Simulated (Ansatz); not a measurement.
# NaCl (Pm-3m) in Ansatz: a series of runs

One crystal, NaCl, is run at these levels: RPBE, revPBE; tasks: band structure.

Program: Ansatz 0.2.0. These are calculated values, not measurements. Logs are shortened: lines on timing, memory, paths and dates and some standing lists are left out, and cuts for length are marked.

## Step 1: Starting point

The structure is cubic, space group Pm-3m (No. 221). The conventional cell has a = 3.502 Å, b = 3.502 Å, c = 3.502 Å, α = 90.00°, β = 90.00°, γ = 90.00°. Cl (site symmetry m-3m) is surrounded by 8 Na at 3.03 Å. Around Na (site symmetry m-3m) lie 8 Cl at 3.03 Å.

Measurements of this composition are mostly on another form, of space group No. 225.

## Step 2: Band structure, RPBE

File input.yaml:

```yaml
crystal:
  lattice:
    - [3.50219, 0.0, 0.0]
    - [0.0, 3.50219, 0.0]
    - [0.0, 0.0, 3.50219]
  atoms:
    - { symbol: Cl, position: [0.5, 0.5, 0.5] }
    - { symbol: Na, position: [0.0, 0.0, 0.0] }
hamiltonian:
  xc: rpbe
  pseudopotentials: { kind: paw }
kpoints:
  mp_grid: { grid: [8, 8, 8] }
  band_path:
    path:
      - [[0.0, 0.0, 0.0], [0.0, 0.5, 0.0], [0.5, 0.5, 0.0], [0.0, 0.0, 0.0], [0.5, 0.5, 0.5], [0.0, 0.5, 0.0]]
      - [[0.5, 0.5, 0.0], [0.5, 0.5, 0.5]]
    npoints: 14
scf:
  occupations: { method: fermi_dirac, width: 0.05 }
  n_extra_bands: 6
output:
  forces: true
  stress: true
  eigenvalues: true
  fatbands: false
```

Potentials or basis: Ansatz PAW.

On the command line:

```
ansatz run input.yaml --threads 2 --pin off --max-ram 5632MiB --backend cpu --events-out ev --progress --plain --runs-dir out
```

The log of the run:

```text
Warning: RAYON_NUM_THREADS=2 ignored (pool sized by the plan → 2); use --threads N
scf.n_extra_bands = 6 over 8 filled bands (N_el = 16.0): the run solves 14 bands
Engine: ansatz 0.2.0, x86_64-unknown-linux-gnu
Pseudopotentials: kind: paw
Pseudopotential: Cl, paw, valence charge 7, recommended cutoff 420 eV (normal), Cl.paw.azcp
Pseudopotential: Na, paw, valence charge 9, recommended cutoff 420 eV (normal), Na.paw.azcp
Functional definition: RPBE
  parameter kappa = 0.804
  parameter beta = 0.06672455060314922
  exchange = rpbe_x(kappa = kappa, mu = beta*pi^2/3)
  correlation = pbe_c(beta = beta)
Crystal: 2 atoms, lattice volume = 42.956 Å³
Basis set: ecut = 420 eV, 847 PW (Γ), exchange–correlation on 48×48×48 points (8 copies of the dense FFT grid, shifted against one another)
Bands: 14, of which v1, the nominal top of the filled ones, is band 8 counted from 1 (7 counted from 0)
Symmetry: 48 space group operations
Space group: Pm-3m (ITA 221), of the structure as read, at distance tolerance 3.5e-5 Å
k-points: 35 of 512
Non-local potential: Cl, projectors of the file, l = 0: 2, l = 1: 2, l = 2: 2
Non-local potential: Na, projectors of the file, l = 0: 3, l = 1: 2, l = 2: 1
PAW form: soft (Blöchl's): semilocal exchange-correlation on the pseudo side does not see the compensation charge
PAW frozen core: Cl, regenerated for the run's functional, and the local potential with it (the file was generated under x = pbe(κ = 0.804, μ = 0.2195149727645171), c = pbe(β = 0.06672455060314922))
PAW frozen core: Na, regenerated for the run's functional, and the local potential with it (the file was generated under x = pbe(κ = 0.804, μ = 0.2195149727645171), c = pbe(β = 0.06672455060314922))
PAW one-centre angular grid: Cl, 110 points (default); XC on 64 Gauss nodes
PAW one-centre angular grid: Na, 110 points (default); XC on 64 Gauss nodes
Initial density: superposition of atomic densities (neutral atoms: chi_scale 0, normalization atom), corrected by the library's trained network
Initial wavefunctions: pseudopotential atomic-orbital guess
Functional: x = rpbe, c = pbe(β = 0.06672455060314922)
SCF iter   1: F=—  HF=-2575.645984 eV  |F-HF|=—  |Δ(HF+E_count)|=         —  Δρ=3.73e-3  dr2=7.52e-3  ethr=1.77e-3  ⟨swp⟩=6.0  Hψ=2811  notcnv=0
preconditioner: auto → none  [insulator: Δε(μ)=4.283 eV  Ē_g=14.996 eV  σ=0.050 eV  W_gap=1.00  n_scr=6 (ndim 8)  ℏωp=16.0 eV  f_vac=0.013  D(μ)=0.00/eV (n_scr^D=0)  ε∞_Penn≈2.1]
SCF iter   2: F=—  HF=-2575.645818 eV  |F-HF|=—  |Δ(HF+E_count)|=   1.66e-4  Δρ=1.85e-3  dr2=1.18e-3  ethr=4.70e-5  ⟨swp⟩=3.0  Hψ=1167  notcnv=0  defer=55
SCF iter   3: F=—  HF=-2575.645513 eV  |F-HF|=—  |Δ(HF+E_count)|=   3.05e-4  Δρ=7.23e-4  dr2=1.30e-4  ethr=7.35e-6  ⟨swp⟩=2.0  Hψ=521  notcnv=0  defer=55
SCF iter   4: F=—  HF=-2575.645567 eV  |F-HF|=—  |Δ(HF+E_count)|=   5.34e-5  Δρ=1.67e-4  dr2=2.07e-5  ethr=8.14e-7  ⟨swp⟩=2.0  Hψ=575  notcnv=0  defer=55
SCF iter   5: F=—  HF=-2575.645553 eV  |F-HF|=—  |Δ(HF+E_count)|=   1.35e-5  Δρ=4.51e-5  dr2=1.57e-6  ethr=1.29e-7  ⟨swp⟩=2.0  Hψ=540  notcnv=0  defer=55
SCF iter   6: F=—  HF=-2575.645553 eV  |F-HF|=—  |Δ(HF+E_count)|=   2.93e-9  Δρ=1.28e-5  dr2=1.01e-7  ethr=9.79e-9  ⟨swp⟩=2.0  Hψ=575  notcnv=0  defer=55
SCF iter   7: F=-2575.645553 eV  HF=-2575.645553 eV  |F-HF|=7.78e-9  |Δ(HF+E_count)|=   3.06e-8  Δρ=4.01e-6  dr2=1.08e-8  ethr=6.25e-10  ⟨swp⟩=7.3  Hψ=1880  notcnv=0
SCF 1 converged in 7 iterations: F = -2575.645553 eV  dr2 = 1.08e-8
NSCF: frozen V_eff on 86 k-points
SCF converged after 7 iterations
Free energy (F): -2575.645553 eV
Harris-Foulkes:  -2575.645553 eV  (|F-HF|=7.78e-9)
Internal energy: -2575.645553 eV  (E = F + TS)
E sigma→0 (E₀):  -2575.645553 eV
Fermi energy:    4.664597 eV
--- Per-component energies (eV) ---
  E_band       = -227.777619
  E_kinetic    = 283.293461
  E_local      = -1474.566821  (includes V_loc(G=0)·N_el)
  E_nonlocal   = 142.494509
  E_hartree    = 515.271070
  E_xc         = -148.012363
  E_vxc        = -173.843709  (∫ρ·V_xc dr)
  E_paw        = -928.050545  (= ΣΔE_a)
  E_vpaw       = -35.698547  (= ΣTr[D̂ρ^β])
  E_aug_tail   = 0.000052  (compensation charges beyond the density's cutoff)
  E_ewald      = -966.007972
  E_core_change = -0.066945  (= ΣΔE_core)
  E_smearing   = -0.000000  (= −TS)
  E_closure    = -0.000000  (closes the sum)
  Σ components = -2575.645553   (vs F -2575.645553, Δ=0.00e0)
--- Forces (eV/Å), atoms counted from 1 ---
  atom   1  Cl    -0.00000000     0.00000000     0.00000000
  atom   2  Na    -0.00000000     0.00000000    -0.00000000
  max |Σ_I F_I| component: 1.30e-30 eV/Å
--- Stress (GPa, compression-positive) ---
        1.926560       0.000000       0.000000
       -0.000000       1.926560       0.000000
        0.000000       0.000000       1.926560
  P = ⅓ Tr σ = 1.9266 GPa (19.266 kbar)
--- Band table (eV; the first three rows and the last of 35) ---
  k-point 0: bands = ["-47.9037", "-19.6358", "-19.6358", "-19.6358", "-10.8940", "1.9863", "1.9863", "1.9863", "6.7326", "11.1844", "11.1844", "18.0601", "18.0601", "18.0601"]
  k-point 1: bands = ["-47.9035", "-19.6416", "-19.6353", "-19.6353", "-10.8461", "1.5153", "2.0185", "2.0185", "7.1674", "11.3500", "11.5181", "16.7747", "16.7747", "17.9574"]
  k-point 2: bands = ["-47.9030", "-19.6554", "-19.6341", "-19.6341", "-10.7263", "0.6085", "2.0981", "2.0981", "8.0635", "11.8293", "12.0293", "15.4958", "15.4958", "17.6780"]
  k-point 34: bands = ["-47.8994", "-19.6613", "-19.6613", "-19.6613", "-10.0138", "0.6518", "0.6518", "0.6518", "9.7916", "9.7916", "9.7916", "14.4069", "18.6030", "18.6030"]
```

Wall time 0.9 s (2 threads of Intel Xeon Platinum 8488C (Sapphire Rapids), shared host); peak memory 0.34 GiB.

Results:

| Quantity | Value |
| --- | --- |
| Free energy | -2575.6456 eV |
| Pressure | 1.9 GPa |
| Band gap on the k mesh | 4.27 eV, indirect (least direct gap 4.75 eV) |
| Band gap along the path | 4.27 eV, indirect (least direct gap 4.75 eV) |

Levels at the corners of the path, in eV from the valence-band top:
| point | band 5 | band 6 | band 7 | band 8 | band 9 | band 10 | band 11 | band 12 |
| --- | --- | --- | --- | --- | --- | --- | --- | --- |
| Γ | -13.36 | -0.48 | -0.48 | -0.48 | 4.27 | 8.72 | 8.72 | 15.59 |
| X | -13.01 | -2.87 | -0.25 | -0.25 | 7.17 | 8.82 | 10.52 | 11.87 |
| M | -12.75 | -2.22 | -2.22 | 0.00 | 5.78 | 10.01 | 11.31 | 11.31 |
| Γ | -13.36 | -0.48 | -0.48 | -0.48 | 4.27 | 8.72 | 8.72 | 15.59 |
| R | -12.48 | -1.81 | -1.81 | -1.81 | 7.33 | 7.33 | 7.33 | 11.94 |
| X | -13.01 | -2.87 | -0.25 | -0.25 | 7.17 | 8.82 | 10.52 | 11.87 |
| M | -12.75 | -2.22 | -2.22 | 0.00 | 5.78 | 10.01 | 11.31 | 11.31 |
| R | -12.48 | -1.81 | -1.81 | -1.81 | 7.33 | 7.33 | 7.33 | 11.94 |

Caveat: the PAW data sets come from PBE, with cores solved anew for the run's functional, which leaves a small shift of forces and pressure. As with any semilocal functional, this RPBE gap is likely too small.

## Step 3: Band structure, revPBE

Edit input.yaml of step 2 so:

```diff
@@ -9,3 +9,3 @@
 hamiltonian:
-  xc: rpbe
+  xc: revpbe
   pseudopotentials: { kind: paw }
```

Potentials or basis: Ansatz PAW.

On the command line:

```
ansatz run input.yaml --threads 2 --pin off --max-ram 5632MiB --backend cpu --events-out ev --progress --plain --runs-dir out
```

It took 1.6 s on 2 threads of Intel Xeon Platinum 8488C (Sapphire Rapids), shared host; peak memory 0.31 GiB.

The run converged. Its results:

- Free energy: -2573.8734 eV
- Pressure: 1.7 GPa
- Band gap on the k mesh: 4.25 eV, indirect (least direct gap 4.73 eV)
- Band gap along the path: 4.25 eV, indirect (least direct gap 4.73 eV)

Levels at the corners of the path, in eV from the valence-band top:
| point | band 6 | band 7 | band 8 | band 9 | band 10 | band 11 |
| --- | --- | --- | --- | --- | --- | --- |
| Γ | -0.48 | -0.48 | -0.48 | 4.25 | 8.68 | 8.68 |
| X | -2.88 | -0.25 | -0.25 | 7.14 | 8.82 | 10.48 |
| M | -2.23 | -2.23 | 0.00 | 5.76 | 9.97 | 11.29 |
| Γ | -0.48 | -0.48 | -0.48 | 4.25 | 8.68 | 8.68 |
| R | -1.82 | -1.82 | -1.82 | 7.30 | 7.30 | 7.30 |
| X | -2.88 | -0.25 | -0.25 | 7.14 | 8.82 | 10.48 |
| M | -2.23 | -2.23 | 0.00 | 5.76 | 9.97 | 11.29 |
| R | -1.82 | -1.82 | -1.82 | 7.30 | 7.30 | 7.30 |

Caveat: the PAW data sets come from PBE, with cores solved anew for the run's functional, which leaves a small shift of forces and pressure.
